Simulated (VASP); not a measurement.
# PtS2: work function with PBE0

The system is PtS2, a sheet with vacuum.

```
CELL_PARAMETERS angstrom
3.53720 0.00000 0.00000
-1.76860 3.06331 0.00000
0.00000 0.00000 18.46000
ATOMIC_POSITIONS crystal
S 0.33333 0.66667 0.43276
S 0.66667 0.33333 0.56724
Pt 0.00000 0.00000 0.50000
```

The cell was built by a generator and needn't be a form met in nature.

```json
{"Program": "VASP 6.6.1", "Task": "work function", "Functional": "PBE0", "Potentials or basis": "VASP PAW PBE potentials, release 64 (S, Pt)", "Cutoff": "520 eV", "k mesh": "6 × 6 × 1", "Occupations": "gaussian, width 0.03 eV", "Spin": "no spin polarisation", "Grid for exact exchange (PRECFOCK)": "Fast", "Exchange at q = 0": "default", "Dipole correction": "yes", "Further INCAR settings": "ALGO = Normal; EDIFF = 1e-07"}
```

* Largest force: 0.343 eV/Å
* Band gap on the k mesh: 3.64 eV, indirect (least direct gap 3.71 eV)
* Ionisation potential of the upper face: 7.40 eV

Forces in eV/Å, atoms in the order of the input:
```
S    0.000  0.000  0.343
S    0.000  0.000 -0.343
Pt   0.000  0.000  0.000
```

Levels at points of the mesh, in eV from the valence-band top:
| k point | band 7 | band 8 | band 9 | band 10 | band 11 | band 12 | band 13 | band 14 | band 15 |
| --- | --- | --- | --- | --- | --- | --- | --- | --- | --- |
| (0.00, 0.00, 0.00) | -3.56 | -1.20 | -0.61 | -0.06 | -0.06 | 4.93 | 4.93 | 7.00 | 7.37 |
| (0.50, 0.00, 0.00) | -2.89 | -2.70 | -2.09 | -2.04 | -1.49 | 4.63 | 4.74 | 7.45 | 8.64 |

Wall time 2.6 min on 4 MPI ranks on Intel(R) Xeon(R) Platinum 8559C (Emerald Rapids) (shared host), peak memory 0.32 GiB a rank.

Caveat: the PAW data sets were made with another functional, which shifts forces and pressure a little; spin-orbit coupling is left out, which moves the levels of the heavy elements.
